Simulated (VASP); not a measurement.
# Sb (Fm-3m) in VASP: further runs

The runs below take Sb through single point, with r2SCAN.

Everything below comes from runs of VASP 6.6.1. Logs are shortened: lines on timing, memory, paths and dates and some standing lists are left out, and cuts for length are marked.

**1. The crystal as given**

Symmetry: Fm-3m, No. 225, cubic system. The conventional cell has a = 4.742 Å, b = 4.742 Å, c = 4.742 Å, α = 90.00°, β = 90.00°, γ = 90.00°. Sb (site symmetry m-3m) has 12 Sb at 3.35 Å as nearest neighbours.

This isn't the form of Sb at room conditions, which is rhombohedral.

**2. Single point, r2SCAN**

File INCAR:

```
SYSTEM = Sb
  PREC = Accurate
  ENCUT = 700
  EDIFF = 1E-6
  ISMEAR = 0
  SIGMA = 0.05
  LREAL = .FALSE.
  LASPH = .TRUE.
  NELM = 100
  ALGO = Normal
  ISIF = 2
  LWAVE = .FALSE.
  LCHARG = .FALSE.
  METAGGA = R2SCAN
  LMIXTAU = .TRUE.
  NBANDS = 8
  ADDGRID = .FALSE.
```

File KPOINTS:

```
regular mesh
0
G
  2 2 2
  0 0 0
```

File POSCAR:

```
Sb
1.0
    0.0000000000      2.3712425216      2.3712425216
    2.3712425216      0.0000000000      2.3712425216
    2.3712425216      2.3712425216      0.0000000000
Sb
1
Direct
    0.0000000000      0.0000000000      0.0000000000
```

Potentials or basis: VASP PAW PBE potentials, release 64 (Sb).

Launch:

```sh
$ cat potpaw_PBE.64/Sb/POTCAR > POTCAR
$ mpirun -np 1 vasp_std > vasp.out
```

OUTCAR:

```text
SYSTEM = Sb
   PREC = Accurate
   ENCUT = 700
   EDIFF = 1E-6
   ISMEAR = 0
   LREAL = .FALSE.
   LASPH = .TRUE.
   NELM = 100
   ISIF = 2
   METAGGA = R2SCAN

 Found      3 irreducible k-points:

 Following reciprocal coordinates:
            Coordinates               Weight
  0.000000  0.000000  0.000000      1.000000
  0.500000  0.000000  0.000000      4.000000
  0.500000  0.500000  0.000000      3.000000
   k-points           NKPTS =      3   k-points in BZ     NKDIM =      3   number of bands    NBANDS=      8
   number of dos      NEDOS =    301   number of ions     NIONS =      1
   total plane-waves  NPLWV =  27000
   dimension x,y,z NGX =    30 NGY =   30 NGZ =   30
   dimension x,y,z NGXF=    60 NGYF=   60 NGZF=   60
   ions per type =               1
   NGX,Y,Z   is equivalent  to a cutoff of  14.87, 14.87, 14.87 a.u.
   NGXF,Y,Z  is equivalent  to a cutoff of  29.74, 29.74, 29.74 a.u.
 SYSTEM =  Sb
   PREC   = accura    normal or accurate (medium, high low for compatibility)
   ISTART =      0    job   : 0-new  1-cont  2-samecut
   ICHARG =      2    charge: 1-file 2-atom 10-const
   ISPIN  =      1    spin polarized calculation?
   LNONCOLLINEAR =      F non collinear calculations
   LSORBIT =      F    spin-orbit coupling
   LASPH  =      T    aspherical Exc in radial PAW
   ENCUT  =  700.0 eV  51.45 Ry    7.17 a.u.   7.23  7.23  7.23*2*pi/ulx,y,z
   NELM   =    100;   NELMIN=  2; NELMDL= -5     # of ELM steps
   EDIFF  = 0.1E-05   stopping-criterion for ELM
   LREAL  =      F    real-space projection
   EDIFFG = 0.1E-04   stopping-criterion for IOM
   NSW    =      0    number of steps for IOM
   IBRION =     -1    ionic relax: 0-MD 1-quasi-New 2-CG
   NFREE  =      0    steps in history (QN), initial steepest desc. (CG)
   ISIF   =      2    stress and relaxation
   ISYM   =      2    0-nonsym 1-usesym 2-fastsym
   POTIM  = 0.5000    time-step for ionic-motion
   TEBEG  =    0.0;   TEEND  =   0.0 temperature during run
   PSTRESS=    0.0 pullay stress
   NELECT =       5.0000    total number of electrons
   NUPDOWN=      -1.0000    fix difference up-down
   EMIN   =  10.00;   EMAX   =-10.00  energy-range for DOS
   EFERMI =   0.00;   METHOD = LEGACY
   ISMEAR =     0;   SIGMA  =   0.05  broadening in eV -4-tet -1-fermi 0-gaus
   EFERMI_NEDOS =   21; number of points for ismear=-14 and -15
   IALGO  =     38    algorithm
   IMIX   =      4    mixing-type and parameters
     AMIX     =   0.40;   BMIX     =  1.00
     AMIX_MAG =   1.60;   BMIX_MAG =  1.00
  volume/ion in A,a.u.               =      26.67       179.95
  Fermi-wavevector in a.u.,A,eV,Ry     =   0.937013  1.770697 11.945820  0.877993
  Thomas-Fermi vector in A             =   2.064081
   LORBIT       =      0    0 simple, 1 ext, 2 COOP (PROOUT), +10 PAW based schemes
   METAGGA = R2SCAN    functional components
   LHFCALC =     F    Hartree Fock is set to
   AEXX    =    0.0000 exact exchange contribution
   IVDW    =     0    specifies the selected vdW correction
   LEPSILON=     F    determine dielectric tensor
   LRPA    =     F    only Hartree local field effects (RPA)
 non-spin polarized calculation
 Gauss-broadening in eV      SIGMA  =   0.05
  energy-cutoff  :      700.00
  volume of cell :       26.67
 maximum number of plane-waves:      1139
 NGX is ok and might be reduce to    30
   NGX = 15   NGY = 15   NGZ = 15

 number of electron       5.0000000 magnetization

 Free energy of the ion-electron system (eV)
  ---------------------------------------------------
  ext. energy  EPLUGINS =         0.00000000
  ---------------------------------------------------
  free energy    TOTEN  =       -25.86520527 eV

  energy without entropy =      -25.85195492  energy(sigma->0) =      -25.85858010

 E-fermi :   8.9639     XC(G=0): -10.7907

 val. band max:        8.9297222273   @ k =   0.5000   0.5000   0.0000
 cond. band min:      12.4319530145   @ k =   0.5000   0.0000   0.0000
 fundamental gap:      3.5022307872
 Fermi energy:         8.9639257299

 k-point     1 :       0.0000    0.0000    0.0000
  band No.  band energies     occupation
      1      -5.0097      2.00000
      2      14.2950      0.00000
      3      14.2950      0.00000
      4      14.2950      0.00000
      5      18.9964      0.00000
      6      18.9964      0.00000
      7      18.9964      0.00000
      8      19.9404      0.00000

 k-point     2 :       0.5000    0.0000    0.0000
  band No.  band energies     occupation
      1      -0.9577      2.00000
      2       2.4345      2.00000
      3      12.4320      0.00000
      4      12.4320      0.00000
      5      17.6008      0.00000
      6      18.1467      0.00000
      7      18.1467      0.00000
      8      19.2299      0.00000

 k-point     3 :       0.5000    0.5000    0.0000
  band No.  band energies     occupation
      1       0.8297      2.00000
      2       3.3553      2.00000
      3       8.9297      1.66667
      4       8.9297      1.66667
      5      13.2918      0.00000
      6      13.6155      0.00000
      7      26.9867      0.00000
      8      27.7144      0.00000

------------------------ aborting loop because EDIFF is reached ----------------------------------------

  FORCE on cell =-STRESS in cart. coord.  units (eV):
  Direction    XX          YY          ZZ          XY          YZ          ZX
  --------------------------------------------------------------------------------------
  -------------------------------------------------------------------------------------
  Total       -0.5587374     -0.5587374     -0.5587374     -0.0000000     -0.0000000      0.0000000
  in kB      -33.5706998    -33.5706998    -33.5706998     -0.0000000     -0.0000000      0.0000000
  external PRESSURE =     -33.5706998 kB  Pullay stress =       0.0000000 kB

 VOLUME and BASIS-vectors are now :
 -----------------------------------------------------------------------------
  energy-cutoff  :      700.00
  volume of cell :       26.67
      direct lattice vectors                 reciprocal lattice vectors
     0.000000000  2.371242522  2.371242522    -0.210859916  0.210859916  0.210859916
     2.371242522  0.000000000  2.371242522     0.210859916 -0.210859916  0.210859916
     2.371242522  2.371242522  0.000000000     0.210859916  0.210859916 -0.210859916

 POSITION                                       TOTAL-FORCE (eV/Angst)
 -----------------------------------------------------------------------------------
      0.00000      0.00000      0.00000         0.000000      0.000000      0.000000
 -----------------------------------------------------------------------------------
    total drift:                               -0.000000     -0.000000     -0.000000

  FREE ENERGIE OF THE ION-ELECTRON SYSTEM (eV)
  ---------------------------------------------------
  free  energy   TOTEN  =       -25.8652052692 eV

  energy  without entropy=      -25.8519549221  energy(sigma->0) =      -25.85858010
```

OSZICAR:

```text
N       E                     dE             d eps       ncg     rms          rms(c)
DAV:   1    -0.169992864684E+02   -0.16999E+02   -0.21661E+03    48   0.558E+02
DAV:   2    -0.262736660213E+02   -0.92744E+01   -0.92744E+01    72   0.578E+01
DAV:   3    -0.264098191312E+02   -0.13615E+00   -0.13260E+00    48   0.666E+00
DAV:   4    -0.264103589363E+02   -0.53981E-03   -0.53952E-03    64   0.582E-01
DAV:   5    -0.264103592638E+02   -0.32753E-06   -0.32809E-06    64   0.132E-02    0.167E+00
DAV:   6    -0.257548454884E+02    0.65551E+00   -0.11026E-01    48   0.271E+00    0.109E+00
DAV:   7    -0.261543211068E+02   -0.39948E+00   -0.81074E-02    48   0.250E+00    0.703E-02
DAV:   8    -0.258635089511E+02    0.29081E+00   -0.74615E-02    48   0.236E+00    0.586E-02
DAV:   9    -0.258610431421E+02    0.24658E-02   -0.22029E-04    64   0.138E-01    0.713E-02
DAV:  10    -0.258632733379E+02   -0.22302E-02   -0.10857E-03    48   0.319E-01    0.428E-02
DAV:  11    -0.258650394086E+02   -0.17661E-02   -0.15982E-03    48   0.465E-01    0.192E-02
DAV:  12    -0.258651293730E+02   -0.89964E-04   -0.99216E-05    48   0.112E-01    0.211E-02
DAV:  13    -0.258651787887E+02   -0.49416E-04   -0.29211E-05    48   0.533E-02    0.161E-02
DAV:  14    -0.258652021651E+02   -0.23376E-04   -0.21958E-05    48   0.463E-02    0.475E-03
DAV:  15    -0.258652049722E+02   -0.28071E-05   -0.21962E-06    48   0.121E-02    0.464E-03
DAV:  16    -0.258652052692E+02   -0.29705E-06   -0.80197E-08    24   0.305E-03
   1 F= -.25865205E+02 E0= -.25858580E+02  d E =-.132503E-01
```

Wall time 18 s (1 thread of Intel Xeon Platinum 8559C (Emerald Rapids), shared host); peak memory 0.17 GiB.

The run converged, but some of its settings lie outside the range that counts as converged, so its numbers aren't taken as properties of the crystal.

Results:

```
Free energy            : -25.8652 eV
Pressure               : -3.4 GPa
Band gap on the k mesh : none (metal or under the smearing width)
```

Caveat: the k mesh is coarse (spacing up to 1.15 Å⁻¹), so the values aren't converged; the PAW data sets were made with another functional, which shifts forces and pressure a little.

**3. Single point, r2SCAN**

INCAR: that of step 2 with these lines changed.

```diff
@@ -2,3 +2,3 @@
   PREC = Accurate
-  ENCUT = 700
+  ENCUT = 350
   EDIFF = 1E-6
```

File KPOINTS:

```
regular mesh
0
G
  3 3 3
  0 0 0
```

POSCAR is that of step 2.

Potentials or basis: VASP PAW PBE potentials, release 64 (Sb).

Launch:

```sh
$ cat potpaw_PBE.64/Sb/POTCAR > POTCAR
$ mpirun -np 1 vasp_std > vasp.out
```

It used 8.1 s of CPU time on 1 thread of Intel(R) Xeon(R) Platinum 8559C (Emerald Rapids) (shared host), which was overloaded at the time.

These settings aren't checked as converged: the numbers below hold their error.

What came out:

```
Free energy            : -25.9200 eV
Pressure               : 0.4 GPa
Band gap on the k mesh : none (metal or under the smearing width)
```

Caveat: the k mesh is coarse (spacing up to 0.76 Å⁻¹), so the values aren't converged; the PAW data sets were made with another functional, which shifts forces and pressure a little.

**4. Single point, r2SCAN**

INCAR: that of step 3 with these lines changed.

```diff
@@ -2,3 +2,3 @@
   PREC = Accurate
-  ENCUT = 350
+  ENCUT = 250
   EDIFF = 1E-6
```

File KPOINTS:

```
regular mesh
0
G
  4 4 4
  0 0 0
```

POSCAR is that of step 3.

Launch:

```sh
$ cat potpaw_PBE.64/Sb/POTCAR > POTCAR
$ mpirun -np 1 vasp_std > vasp.out
```

It used 7.9 s of CPU time on 1 thread of Intel(R) Xeon(R) Platinum 8559C (Emerald Rapids), on a shared host, which was overloaded at the time.

The run converged, but some of its settings lie outside the range that counts as converged, so its numbers aren't taken as properties of the crystal.

What came out:

```
Free energy            : -25.2485 eV
Pressure               : -0.5 GPa
Band gap on the k mesh : none (metal or under the smearing width)
```

Caveat: the k mesh is coarse (spacing up to 0.57 Å⁻¹), so the values aren't converged; the PAW data sets were made with another functional, which shifts forces and pressure a little.

**5. Single point, r2SCAN**

INCAR: that of step 4 with these lines changed.

```diff
@@ -2,3 +2,3 @@
   PREC = Accurate
-  ENCUT = 250
+  ENCUT = 450
   EDIFF = 1E-6
```

File KPOINTS:

```
regular mesh
0
G
  3 3 3
  0 0 0
```

POSCAR is that of step 4.

Launch:

```sh
$ cat potpaw_PBE.64/Sb/POTCAR > POTCAR
$ mpirun -np 1 vasp_std > vasp.out
```

It used 8.2 s of CPU time on 1 thread of Intel(R) Xeon(R) Platinum 8559C (Emerald Rapids), with other jobs on the host, which was overloaded at the time.

These settings aren't checked as converged: the numbers below hold their error.

What came out:

| Property | Result |
| --- | --- |
| Free energy | -25.9210 eV |
| Pressure | 0.4 GPa |
| Band gap on the k mesh | none (metal or under the smearing width) |

Caveat: the k mesh is coarse (spacing up to 0.76 Å⁻¹), so the values aren't converged; the PAW data sets were made with another functional, which shifts forces and pressure a little.

**6. Single point, r2SCAN**

INCAR: that of step 5 with these lines changed.

```diff
@@ -2,3 +2,3 @@
   PREC = Accurate
-  ENCUT = 450
+  ENCUT = 300
   EDIFF = 1E-6
```

File KPOINTS:

```
regular mesh
0
G
  4 4 4
  0 0 0
```

POSCAR is that of step 5.

Potentials or basis: VASP PAW PBE potentials, release 64 (Sb).

Launch:

```sh
$ cat potpaw_PBE.64/Sb/POTCAR > POTCAR
$ mpirun -np 1 vasp_std > vasp.out
```

Wall time 15 s (1 thread of Intel Xeon Platinum 8559C (Emerald Rapids), shared host); peak memory 0.11 GiB.

The run converged, but some of its settings lie outside the range that counts as converged, so its numbers aren't taken as properties of the crystal.

What came out:

```
Free energy            : -25.2497 eV
Pressure               : -0.5 GPa
Band gap on the k mesh : none (metal or under the smearing width)
```

Caveat: the k mesh is coarse (spacing up to 0.57 Å⁻¹), so the values aren't converged; the PAW data sets were made with another functional, which shifts forces and pressure a little.

**7. For comparison**

An earlier run on the cell as given: functional PBEsol; potentials or basis VASP PAW PBE potentials, release 64 (Sb); cutoff 520 eV; k mesh 10 × 10 × 10; occupations fermi-dirac, width 0.05 eV; no spin polarisation.

- Pressure: -1.2 GPa
- Band gap on the k mesh: none (metal or under the smearing width)
